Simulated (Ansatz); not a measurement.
# Sn and the effect of the dispersion correction

The cell as given:

```
Sn
1.0
     0.00000    3.23334    3.23334
     3.23334    0.00000    3.23334
     3.23334    3.23334    0.00000
Sn
2
Direct
  0.75000 0.75000 0.75000
  0.50000 0.50000 0.50000
```

This isn't the form of Sn at room conditions, which is tetragonal (white tin).

Kept alike: task relaxation of cell and atoms; functional r2SCAN; k mesh 7 × 7 × 7; occupations fermi-dirac, width 0.05 eV; no spin polarisation. Program: Ansatz, Ansatz PAW, cutoff 500 eV. The mesh is that of the run's cell of 2 atoms. No spin-orbit coupling.

| dispersion correction | volume (Å³/atom) |
| --- | --- |
| D3(BJ) | 34.905 |
| D3(BJ)-ATM | 34.980 |
| D4 | 35.038 |
| none | 35.413 |
| rVV10 | 34.868 |

The relaxations keep at least the cell's symmetry (Fd-3m). For a metal such a mesh leaves the last digits unconverged. Relaxations stop with a little pressure left, so the last digits of a volume or edge aren't settled. All rows use potentials made for PBE.

**Question.** What does the dispersion correction change here?

**Answer.** The volume runs from 34.868 (rVV10) to 35.413 Å³/atom (none). Against no correction: D3(BJ) -1.4 %; D3(BJ)-ATM -1.2 %; D4 -1.1 %; rVV10 -1.5 %. Dispersion terms mostly attract and so lower the volume; the schemes' coefficients and damping set how far. Measured: 34.16 Å³/atom (arxiv:1703.07488); nearest rVV10, 0.71 Å³/atom off. The runs are for a static lattice.

All four dispersion corrections contract grey tin, but only modestly, as expected for a diamond-type network whose volume is set mainly by directional covalent bonds. The additional attraction acts largely between polarisable atoms beyond the nearest-neighbour shell, and compressing the lattice to exploit it costs bond-length energy. Tin's long, comparatively soft bonds probably make the response larger than it would be in diamond or silicon. The slight expansion on adding the ATM term to D3(BJ) has the sign expected of three-body dispersion that is repulsive overall in a dense solid, though the shift is too small to carry much weight.

Every corrected volume still exceeds the measured one. Zero-point motion and ordinary thermal expansion would normally enlarge the cell further, so the static lattice is unlikely to explain the excess; the remaining error more probably lies in the description of the covalent bonds. The closer agreement with dispersion therefore doesn't establish that missing van der Waals attraction caused the original overestimate. Nor do these volumes show how dispersion shifts the balance between grey and white tin.
